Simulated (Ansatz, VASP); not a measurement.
# Two plane-wave programs on Ga

File INCAR:

```
SYSTEM = Ga
PREC = Accurate ; ENCUT = 520
EDIFF = 1E-7 ; ISMEAR = 0
SIGMA = 0.1 ; LREAL = .FALSE.
LASPH = .TRUE. ; NELM = 100
ALGO = Normal ; ISIF = 2
LWAVE = .FALSE. ; LCHARG = .FALSE.
GGA = PS ; NBANDS = 12
```

Contents of KPOINTS:

```
regular mesh
0
G
  20 20 20
  0 0 0
```

Contents of POSCAR:

```
Ga
1.0
   -1.4989946400      1.4989946400      2.1792041400
    1.4989946400     -1.4989946400      2.1792041400
    1.4989946400      1.4989946400     -2.1792041400
Ga
1
Direct
    0.0000000000      0.0000000000      0.0000000000
```

Input for Ansatz:

```yaml
crystal:
  lattice:
    - [-1.49899464, 1.49899464, 2.17920414]
    - [1.49899464, -1.49899464, 2.17920414]
    - [1.49899464, 1.49899464, -2.17920414]
  atoms:
    - { symbol: Ga, position: [0.0, 0.0, 0.0] }
basis:
  ecutwfc: 420
kpoints:
  mp_grid: { grid: [20, 20, 20] }
hamiltonian:
  xc: pbesol
scf:
  occupations: { method: gaussian, width: 0.1 }
output:
  forces: true
  stress: true
  eigenvalues: true
  populations: true
```

Alike in both runs: task single point; functional PBEsol; k mesh 20 × 20 × 20; occupations gaussian, width 0.1 eV; no spin polarisation.

|  | VASP | Ansatz |
| --- | --- | --- |
| version | VASP 6.6.1 | Ansatz 0.2.0 |
| potentials or method | VASP PAW PBE potentials, release 64 (Ga_d) | scalar-relativistic, plane waves, PAW |
| plane-wave cutoff (eV) | 520 | 420 |
| valence electrons in the cell | 13 | 13 |

|  | VASP | Ansatz | Ansatz less VASP |
| --- | --- | --- | --- |
| gap on the k mesh at the Fermi level (eV) | none | none | - |
| pressure (GPa) | -4.7 | -4.7 | -0.04 |
| largest component of the traceless stress (GPa) | 0.10 | 0.10 | -0.001 |

A gap of «none» marks a metal or a gap that the smearing closes.

Caveats: the PAW data sets were made with another functional, which shifts forces and pressure a little (VASP).
